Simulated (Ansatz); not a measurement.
Crystal: NbP.

```
Nb P
1.0
    -1.67492    1.67492    5.74011
     1.67492   -1.67492    5.74011
     1.67492    1.67492   -5.74011
Nb P
2 2
Cartesian
  1.6749 0.0000 2.8687
  0.0000 0.0000 5.7387
  0.0000 1.6749 3.8200
  0.0000 0.0000 0.9500
```

The cell is a database's computed one.

Program: Ansatz 0.2.0. Alike in all runs: task band structure; potentials or basis all-electron LAPW, scalar-relativistic; no spin polarisation; cell as given; k mesh 11 × 11 × 11; cutoff (eV) 207; smearing fermi-dirac 0.05 eV; basis error allowed 0.002 eV/atom.

Task: Order these runs on this cell by their pressure, lowest first.
A. level PBE
B. level LDA
C. level PBEsol

Result: B (-9.3 GPa), C (-6.4 GPa), A (-1.1 GPa).
